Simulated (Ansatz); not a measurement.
# 3-layer 1T-MgI2 (AA) in a perpendicular field, part 2 of 3

What dipole does a perpendicular field induce in the 3-layer 1T-MgI2 (AA), and does the gap follow? A positive field points along +c.

Ansatz 0.2.0; plane-wave DFT, PBE-D4, Ansatz PAW (the session's first sound run).

So far, gap on the k-mesh (eV): step 2 (relaxation) 3.60.

## (3) Single point, field 0, start network

A sawtooth potential applies the field, turning back in the middle of the vacuum. With the dipole correction the typed value is the field outside the slab. The induced dipole is small, so the SCF threshold is tight.

The cell differs from the one that the last finished run ended in (c 59.776 → 35.047 Å).

Contents of input.yaml:

```yaml
crystal:
  lattice:
    - [4.1328848738, 0.0, 0.0]
    - [-2.0664424369, 3.5791832916, 0.0]
    - [0.0, 0.0, 35.0471482394]
  atoms:
    - { symbol: I, position: [0.6666666667, 0.3333333333, 0.2567969279] }
    - { symbol: Mg, position: [0.0, 0.0, 0.3046628097] }
    - { symbol: I, position: [0.3333333333, 0.6666666667, 0.352475525] }
    - { symbol: I, position: [0.6666666667, 0.3333333333, 0.452212525] }
    - { symbol: Mg, position: [0.0, 0.0, 0.5] }
    - { symbol: I, position: [0.3333333333, 0.6666666667, 0.547787475] }
    - { symbol: I, position: [0.6666666667, 0.3333333333, 0.647524475] }
    - { symbol: Mg, position: [0.0, 0.0, 0.6953371903] }
    - { symbol: I, position: [0.3333333333, 0.6666666667, 0.7432030721] }
kpoints:
  mp_grid: { grid: [12, 12, 1] }
  band_path:
    path: [[0, 0, 0], [0.5, 0, 0], [0.33333333, 0.33333333, 0], [0, 0, 0]]
    npoints: 16
hamiltonian:
  xc: pbe
  dispersion: d4
scf:
  occupations: { method: fermi_dirac, width: 0.02585 }
  convergence: { dr2_threshold: 1.0e-10 }
efield:
  axis: 3
  dipole_correction: true
  ramp_position: 0.97
  ramp_width: 0.06
  amplitude: 0
output:
  dos: { projected: true, e_range: [-6, 5] }
  bader: true
  write_potential: true
  write_density: true
  volumetric_format: npy
  elf: true
```

On the command line:

```bash
> ansatz run input.yaml --threads 4 --pin off --max-ram 12288MiB --backend cpu --events-out ev --progress --plain --runs-dir out
```

Numbers of over 12 decimals in the logs are rounded to 6 here.

What it wrote:

```text
[...]
Crystal: 9 atoms, lattice volume = 518.430 Å³
Basis set: ecut = 420 eV, 10017 PW (Γ)
Bands: 80, of which v1, the nominal top of the filled ones, is band 66 counted from 1 (65 counted from 0)
Symmetry: 6 space group operations
k-points: 19 of 144 (time reversal used)
[...]
SCF iter   1: F=—  HF=-50860.836123 eV  |F-HF|=—  |Δ(HF+E_count)|=         —  Δρ=5.86e-4  dr2=3.76e-3  ethr=1.77e-3  p=0.000 e·Å  D=4.37e-15 V/Å  ΔV_dip=-0.00 eV  dr2_dipole=5.79e-8  V_vac-E_F(+/−)=4.74/4.74 eV  ⟨swp⟩=13.1  Hψ=8417  notcnv=0  defer=41
efield: sawtooth ramp at fractional position 0.9700 (set: `efield.ramp_position`, or a place that a band, a saddle search or an elastic batch's reference lends), width 0.0600; the density the first Hamiltonian is built on has a dipole p = 0.000 e·Å; the dipole correction subtracts the counter field D = 4.37e-15 V/Å, which shifts the + side's vacuum level by -0.00 eV against the − side's; the planar-averaged density in the ramp window peaks in size at 2.0e-5 e/Å³
[...]
SCF iter   2: F=—  HF=-50860.839331 eV  |F-HF|=—  |Δ(HF+E_count)|=   3.21e-3  Δρ=4.45e-4  dr2=3.80e-3  ethr=2.85e-6  p=0.000 e·Å  D=4.71e-5 V/Å  ΔV_dip=-0.00 eV  dr2_dipole=7.88e-8  V_vac-E_F(+/−)=4.63/4.63 eV  ⟨swp⟩=3.1  Hψ=2784  notcnv=0  defer=144
[...]
SCF iter  11: F=-50860.839134 eV  HF=-50860.839134 eV  |F-HF|=8.73e-11  |Δ(HF+E_count)|=  7.28e-11  Δρ=5.47e-8  dr2=2.47e-11  ethr=1.00e-12  p=-0.000 e·Å  D=-2.35e-7 V/Å  ΔV_dip=0.00 eV  dr2_dipole=2.60e-12  V_vac-E_F(+/−)=4.53/4.53 eV  ⟨swp⟩=15.6  Hψ=6480  notcnv=0
SCF 1 converged in 11 iterations: F = -50860.839134 eV  dr2 = 2.47e-11
[...]
NSCF: frozen V_eff on 49 k-points
efield: sawtooth ramp at fractional position 0.9700 (kept from the solve that this one continues, or follows in the run), width 0.0600; the density the first Hamiltonian is built on has a dipole p = -0.000 e·Å; the dipole correction subtracts the counter field D = -2.35e-7 V/Å, which shifts the + side's vacuum level by +0.00 eV against the − side's; the planar-averaged density in the ramp window peaks in size at 1.5e-5 e/Å³
[...]
SCF converged after 11 iterations
Free energy (F): -50860.839134 eV
[...]
Internal energy: -50860.839134 eV  (E = F + TS)
E sigma→0 (E₀):  -50860.839134 eV
Fermi energy:    2.113739 eV
Dipole field:    D = 0.000001 V/Å  (p = 0.000003 e·Å, saw-weighted, corrected)
Work function:   Φ+ = 4.5276 eV   Φ− = 4.5277 eV
Levels:          The Fermi level and band energies are counted from a zero that moves with the ramp; work functions are not
[...]
--- Band table (eV; the first three rows and the last of 19) ---
  k-point 0: bands = [... 62 lower, 0.2815, 0.2815, 0.3084, 0.3084, 4.2072, 4.5137, 4.9062, 5.1996, ... 10 higher]
  k-point 1: bands = [... 62 lower, 0.2094, 0.2118, 0.2649, 0.2991, 4.5070, 4.7537, 5.0787, 5.4975, ... 10 higher]
  k-point 2: bands = [... 62 lower, 0.1194, 0.1467, 0.1903, 0.2388, 4.9738, 5.0544, 5.1703, 5.7884, ... 10 higher]
  k-point 18: bands = [... 62 lower, -0.5225, -0.5225, -0.2856, -0.2856, 4.3647, 4.6886, 5.0431, 6.2651, ... 10 higher]
--- Bader charges: 9 sites ---
  site symbol  charge [e]  shift [e]
     0      I     -0.8121     0.0001
     1     Mg      1.6237     0.0002
     2      I     -0.8116     0.0001
     3      I     -0.8116     0.0001
     4     Mg      1.6233     0.0002
     5      I     -0.8116     0.0001
     6      I     -0.8116     0.0001
     7     Mg      1.6237     0.0002
     8      I     -0.8121     0.0001
  estimated error of the sums over rays = 1.8e-4 e
```

Run time: 73 s. Hardware: 4 threads of Arm Neoverse V1, shared host; peak memory 2.1 GiB.

Reading the cycles: dr2 is the Hartree energy of the density residual (eV), the measure of convergence; HF is the Harris–Foulkes estimate of the energy, which meets the free energy F at convergence.

This step gave:

```
dipole along the normal            : 3.19e-6 e·Å
gap along the path                 : 3.596 eV
smallest direct gap along the path : 3.899 eV
ionisation energy, upper face      : 6.333 eV
electron affinity, upper face      : 2.737 eV
gap, the smaller of path and mesh  : 3.596 eV
```

Running mean over a fixed 2.8 Å (it still follows the layers) of the planar mean; the ramp of the sawtooth is left out. Table of electron's electrostatic potential energy less the Fermi level by z:

z (Å), electron's electrostatic potential energy less the Fermi level (eV) and a bar from the least value:
```
        4       4.53 ##############################
        5       4.52 ##############################
        6       4.47 ##############################
        7       3.55 ##########################
        8       1.16 ##################
        9      -1.53 ########
       10      -3.53 #
       11      -3.67 
       12      -2.70 ####
       13       0.07 ##############
       14       1.38 ##################
       15       0.56 ###############
       16      -2.06 ######
       17      -3.59 
       18      -3.61 
       19      -2.21 #####
       20       0.45 ###############
       21       1.38 ##################
       22       0.19 ##############
       23      -2.55 ####
       24      -3.65 
       25      -3.54 
       26      -1.68 #######
       27       1.03 #################
       28       3.44 ##########################
       29       4.46 ##############################
       30       4.52 ##############################
       31       4.53 ##############################
```

The density of states has structure finer than the step of the table below, so its rows give means over 0.25 eV, whole bins alone (the curve runs from -6 to 3.79 eV). Peaks (eV: height): -4.790: 17.6, -3.460: 15.0, -3.050: 13.8, -2.640: 28.3, -2.580: 24.4, -2.360: 28.1, 2.570: 14.3.

Density of states against energy, zero at the Fermi level of the run, which the smearing sets inside the gap; means over each step:

```
energy (eV)  density of states (states/eV a cell)
      -5.75                                     0
      -5.50                                 0.553
      -5.25                                  7.15
      -5.00                                  10.8
      -4.75                                  9.42
      -4.50                                  8.19
      -4.25                                  4.61
      -4.00                                  4.38
      -3.75                                  8.00
      -3.50                                  9.83
      -3.25                                  10.5
      -3.00                                  11.3
      -2.75                                  12.3
      -2.50                                  18.8
      -2.25                                  18.8
      -2.00                                  7.97
      -1.75                                  1.28
      -1.50                                     0
      -1.25                                     0
      -1.00                                     0
      -0.75                                     0
      -0.50                                     0
      -0.25                                     0
       0.00                                     0
       0.25                                     0
       0.50                                     0
       0.75                                     0
       1.00                                     0
       1.25                                     0
       1.50                                     0
       1.75                                 0.255
       2.00                                  2.75
       2.25                                  4.57
       2.50                                  6.27
       2.75                                  6.51
       3.00                                  4.01
       3.25                                 0.544
       3.50                                  3.13
```

Projected DOS per atom over height of the atomic layer and energy from the Fermi level. Layers: I Mg I I Mg I I Mg I from below.

Ten even steps from '_' (0.00 states/eV) to '@' (2.75 states/eV), each cell a mean:
```
__________________
__..____..____..__
..--..__--__..--..
__::____--____::__
__________________
__________________
__________________
__________________
__________________
__________________
__________________
__________________
..__....__....__..
%%__@@@@__@@@@__%%
@@__%%##__##%%__@@
**__++**__**++__**
++__++++__++++__++
::__::::__::::__::
==__====__====__==
==::++==..==++::==
....::::..::::....
__________________
```
Columns: height of the atomic layer (Å) from 9 to 26.0 (not evenly spaced); rows upwards: energy from the Fermi level (eV) from -5.96 to 3.76.

The electronic bands at the labelled points (eV, zero at the Fermi level of the run, which the smearing sets inside the gap):

```
  point  band 63  band 64  band 65  band 66  band 67  band 68  band 69  band 70
      Γ    -1.83    -1.83    -1.81    -1.81     2.09     2.40     2.79     3.09
halfway    -2.13    -2.08    -2.05    -1.99     2.55     2.71     2.85     3.63
      M    -2.55    -2.40    -2.30    -2.23     1.79     1.81     1.88     3.37
halfway    -2.60    -2.58    -2.42    -2.37     2.28     2.36     2.44     3.99
      K    -2.64    -2.64    -2.40    -2.40     2.25     2.57     2.93     4.15
halfway    -2.45    -2.35    -2.18    -2.08     2.93     2.99     3.02     4.15
      Γ    -1.83    -1.83    -1.81    -1.81     2.09     2.40     2.79     3.09
```

Electrostatic potential energy in the ca plane at fractional y = 0.000, with atoms of Mg within 0.2 Å of it. With pseudopotentials it is smooth inside the atoms' cores, unlike the true potential.

Ten even steps from '0' (-29 eV) to '9' (7 eV), each cell a mean:
```
99999999999999999999985000268999999999997500
99999999999999999999987422578999999999998742
99999999999999999999988777788999999999998877
99999999999999999998888888888889999999888888
99999999999999999987788999988788999998778899
99999999999999999987788999987788999998778899
99999999999999999988888999988889999998888899
99999999999999999999888888888899999999988888
99999999999999999999987655788999999999998765
99999999999999999999986200378999999999998620
99999999999999999999985000168999999999997400
```
Columns run along c (16.0 Å, from fractional 0.05 to 0.51 of the cell; values clipped at the 3rd and 97th percentile), rows up along a (4.1 Å). Atoms in or near the plane, at fractional coordinates: Mg at (0.30, 0.00), Mg at (0.50, 0.00).

Valence density in the ca plane at fractional y = 0.000, with atoms of Mg within 0.2 Å of it. It is the smooth field of the valence electrons, not physical close to the nuclei.

Values in units of 1e0 e/Å³, 6 rows by 16 columns, each cell a mean:
```
0.0 0.0 0.0 0.0 0.0 0.0 0.0 0.1 3.0 3.5 0.1 0.0 0.0 0.0 0.1 4.2
0.0 0.0 0.0 0.0 0.0 0.0 0.1 0.2 0.1 0.1 0.2 0.1 0.0 0.1 0.2 0.1
0.0 0.0 0.0 0.0 0.0 0.0 0.2 0.3 0.1 0.1 0.3 0.2 0.0 0.2 0.3 0.1
0.0 0.0 0.0 0.0 0.0 0.0 0.1 0.3 0.1 0.1 0.3 0.1 0.0 0.2 0.3 0.1
0.0 0.0 0.0 0.0 0.0 0.0 0.1 0.1 0.2 0.2 0.1 0.1 0.0 0.1 0.1 0.2
0.0 0.0 0.0 0.0 0.0 0.0 0.0 0.1 5.6 6.5 0.1 0.0 0.0 0.0 0.1 7.9
```
Columns run along c (16.0 Å, from fractional 0.05 to 0.51 of the cell), rows up along a (4.1 Å). Atoms in or near the plane, at fractional coordinates: Mg at (0.30, 0.00), Mg at (0.50, 0.00).

ELF in the ca plane at fractional y = 0.000, with atoms of Mg within 0.2 Å of it. It is the smooth field of the valence electrons, not physical close to the nuclei.

Ten even steps from '0' (0.00) to '9' (0.75), each cell a mean:
```
00000000000000000000110445301100000000010144
00000000000000000112331132023321000011233113
00000000000000012457775100367765200135777510
00000000000000135799998412689998500268999741
00000000000000247999998412699999610389999841
00000000000001257999998412699999610389999841
00000000000000146899998422699999510379999841
00000000000000024678887311489886300157898631
00000000000000001234552011145542100023455201
00000000000000000001210354202110000000121035
00000000000000000000001534400000000000000153
```
Columns run along c (16.0 Å, from fractional 0.05 to 0.51 of the cell), rows up along a (4.1 Å). Atoms in or near the plane, at fractional coordinates: Mg at (0.30, 0.00), Mg at (0.50, 0.00).

The gap is 3.60 eV, with the valence edge 6.33 eV and the conduction edge 2.74 eV under the upper vacuum level. Spin-orbit coupling, left out in this run, matters for the bands of elements this heavy.

## (4) Single point, field 0.1 V/Å

input.yaml, as its differences from that of step 3:

```diff
@@ -31,6 +31,4 @@
   ramp_width: 0.06
-  amplitude: 0
+  amplitude: 0.1
 output:
-  dos: { projected: true, e_range: [-6, 5] }
-  bader: true
   write_potential: true
@@ -38,2 +36 @@
   volumetric_format: npy
-  elf: true
```

What it wrote:

```text
[...]
Crystal: 9 atoms, lattice volume = 518.430 Å³
Basis set: ecut = 420 eV, 10017 PW (Γ)
Bands: 80, of which v1, the nominal top of the filled ones, is band 66 counted from 1 (65 counted from 0)
Symmetry: 6 space group operations
k-points: 19 of 144 (time reversal used)
[...]
k-point 0: bands = [... 62 lower, 0.2734, 0.2734, 0.4573, 0.4573, 4.1488, 4.5322, 4.9292, 5.0761, ... 10 higher]
  k-point 1: bands = [... 62 lower, 0.1371, 0.2539, 0.2781, 0.4411, 4.4364, 4.7772, 5.1144, 5.3653, ... 10 higher]
  k-point 2: bands = [... 62 lower, 0.0087, 0.1780, 0.1828, 0.3690, 4.8601, 5.0683, 5.2622, 5.6242, ... 10 higher]
  k-point 18: bands = [... 62 lower, -0.5434, -0.5118, -0.2499, -0.2121, 4.3243, 4.6873, 5.0827, 6.2078, ... 10 higher]
[key lines of the parts left out:]
SCF converged after 12 iterations
Free energy (F): -50860.845473 eV
Fermi energy:    2.117947 eV
Dipole field:    D = 0.044251 V/Å  (p = 0.126782 e·Å, saw-weighted, corrected)
```

It took 65 s on 4 threads; peak memory 1.8 GiB.

The dipole is 0.127 e·Å, and the gap 3.307 eV.

## (5) Single point, field -0.1 V/Å

input.yaml, as its differences from that of step 4:

```diff
@@ -31,3 +31,3 @@
   ramp_width: 0.06
-  amplitude: 0.1
+  amplitude: -0.1
 output:
```

What it wrote:

```text
[...]
Crystal: 9 atoms, lattice volume = 518.430 Å³
Basis set: ecut = 420 eV, 10017 PW (Γ)
Bands: 80, of which v1, the nominal top of the filled ones, is band 66 counted from 1 (65 counted from 0)
Symmetry: 6 space group operations
k-points: 19 of 144 (time reversal used)
[...]
k-point 0: bands = [... 62 lower, 0.2734, 0.2734, 0.4573, 0.4573, 4.1488, 4.5322, 4.9292, 5.0761, ... 10 higher]
  k-point 1: bands = [... 62 lower, 0.1371, 0.2539, 0.2781, 0.4411, 4.4364, 4.7772, 5.1144, 5.3653, ... 10 higher]
  k-point 2: bands = [... 62 lower, 0.0087, 0.1780, 0.1828, 0.3690, 4.8601, 5.0683, 5.2622, 5.6242, ... 10 higher]
  k-point 18: bands = [... 62 lower, -0.5434, -0.5118, -0.2499, -0.2121, 4.3243, 4.6873, 5.0827, 6.2078, ... 10 higher]
[key lines of the parts left out:]
SCF converged after 12 iterations
Free energy (F): -50860.845473 eV
Fermi energy:    2.117947 eV
Dipole field:    D = -0.044251 V/Å  (p = -0.126782 e·Å, saw-weighted, corrected)
```

Elapsed: 65 s, on 4 threads; peak memory 1.8 GiB; 4.3 min of CPU time.

The dipole is -0.127 e·Å, and the gap 3.307 eV.

## (6) Atoms held, field 0.2 V/Å

input.yaml, as its differences from that of step 5:

```diff
@@ -31,3 +31,3 @@
   ramp_width: 0.06
-  amplitude: -0.1
+  amplitude: 0.2
 output:
```

What it wrote:

```text
[...]
Crystal: 9 atoms, lattice volume = 518.430 Å³
Basis set: ecut = 420 eV, 10017 PW (Γ)
Bands: 80, of which v1, the nominal top of the filled ones, is band 66 counted from 1 (65 counted from 0)
Symmetry: 6 space group operations
k-points: 19 of 144 (time reversal used)
[...]
k-point 0: bands = [... 62 lower, 0.3449, 0.3449, 0.6347, 0.6347, 4.0144, 4.5512, 4.8947, 5.0272, ... 10 higher]
  k-point 1: bands = [... 62 lower, 0.2479, 0.2860, 0.4225, 0.6158, 4.2862, 4.7970, 5.1761, 5.2351, ... 10 higher]
  k-point 2: bands = [... 62 lower, 0.0245, 0.1883, 0.2737, 0.5396, 4.6854, 5.0627, 5.3674, 5.4185, ... 10 higher]
  k-point 18: bands = [... 62 lower, -0.5654, -0.4992, -0.1452, -0.0730, 4.2224, 4.6843, 5.1813, 6.0992, ... 10 higher]
[key lines of the parts left out:]
SCF converged after 12 iterations
Free energy (F): -50860.864492 eV
Fermi energy:    2.121590 eV
Dipole field:    D = 0.088517 V/Å  (p = 0.253603 e·Å, saw-weighted, corrected)
```

Run time: 66 s. Hardware: 4 threads; peak memory 1.8 GiB; 4.4 min of CPU time.

The dipole is 0.254 e·Å, and the gap 2.961 eV.

## (7) Single point, field -0.2 V/Å

input.yaml, as its differences from that of step 6:

```diff
@@ -31,3 +31,3 @@
   ramp_width: 0.06
-  amplitude: 0.2
+  amplitude: -0.2
 output:
```

What it wrote:

```text
[...]
Crystal: 9 atoms, lattice volume = 518.430 Å³
Basis set: ecut = 420 eV, 10017 PW (Γ)
Bands: 80, of which v1, the nominal top of the filled ones, is band 66 counted from 1 (65 counted from 0)
Symmetry: 6 space group operations
k-points: 19 of 144 (time reversal used)
[...]
k-point 0: bands = [... 62 lower, 0.3449, 0.3449, 0.6347, 0.6347, 4.0144, 4.5512, 4.8947, 5.0272, ... 10 higher]
  k-point 1: bands = [... 62 lower, 0.2479, 0.2860, 0.4225, 0.6158, 4.2862, 4.7970, 5.1761, 5.2351, ... 10 higher]
  k-point 2: bands = [... 62 lower, 0.0245, 0.1883, 0.2737, 0.5396, 4.6854, 5.0627, 5.3674, 5.4185, ... 10 higher]
  k-point 18: bands = [... 62 lower, -0.5654, -0.4992, -0.1452, -0.0730, 4.2224, 4.6843, 5.1813, 6.0992, ... 10 higher]
[key lines of the parts left out:]
SCF converged after 12 iterations
Free energy (F): -50860.864492 eV
Fermi energy:    2.121590 eV
Dipole field:    D = -0.088517 V/Å  (p = -0.253603 e·Å, saw-weighted, corrected)
```

Wall time 66 s (4 threads); peak memory 1.8 GiB; 4.4 min of CPU time.

The dipole is -0.254 e·Å, and the gap 2.961 eV.

## (8) Single point, field 0.35 V/Å

input.yaml, as its differences from that of step 7:

```diff
@@ -29,6 +29,8 @@
   dipole_correction: true
-  ramp_position: 0.97
-  ramp_width: 0.06
-  amplitude: -0.2
+  ramp_position: 0.9573
+  ramp_width: 0.0854
+  amplitude: 0.35
 output:
+  dos: { projected: true, e_range: [-6, 5] }
+  bader: true
   write_potential: true
@@ -36 +38,2 @@
   volumetric_format: npy
+  elf: true
```

What it wrote:

```text
[...]
Crystal: 9 atoms, lattice volume = 518.430 Å³
Basis set: ecut = 420 eV, 10017 PW (Γ)
Bands: 80, of which v1, the nominal top of the filled ones, is band 66 counted from 1 (65 counted from 0)
Symmetry: 6 space group operations
k-points: 19 of 144 (time reversal used)
[...]
--- Bader charges: 9 sites ---
  site symbol  charge [e]  shift [e]
     0      I     -0.8239     0.0001
     1     Mg      1.6234     0.0002
     2      I     -0.8054     0.0001
     3      I     -0.8178     0.0001
     4     Mg      1.6231     0.0002
     5      I     -0.8052     0.0001
     6      I     -0.8177     0.0001
     7     Mg      1.6237     0.0002
     8      I     -0.8002     0.0001
  estimated error of the sums over rays = 2.5e-4 e
[key lines of the parts left out:]
SCF converged after 12 iterations
Free energy (F): -50860.916808 eV
Fermi energy:    2.128139 eV
Dipole field:    D = 0.154971 V/Å  (p = 0.443997 e·Å, saw-weighted, corrected)
```

Elapsed: 81 s, on 4 threads; peak memory 2 GiB.

The dipole is 0.444 e·Å, and the gap 2.430 eV.

[end of part 2 of 3]

[Logs are printed without paths, hosts, clocks, repeated set-up lines and the standing remarks that a program may print on its own settings, such as how far it seeks lower states.]

[Hosts, paths, dates, database ids (printed as entryN), source tags and the programs' standing remarks are cut or masked in the printed files.]

[Maps of the electrostatic potential energy from Ansatz leave out the sawtooth potential of an applied field or a dipole correction, so their vacuum need not be flat; planar profiles and work functions include it.]

[The density of states shown here was stored with 400 of the rows of the run's finer table, so its peaks can read low, often by over a quarter, or be missed, and its means over a window can be off by a tenth or more.]
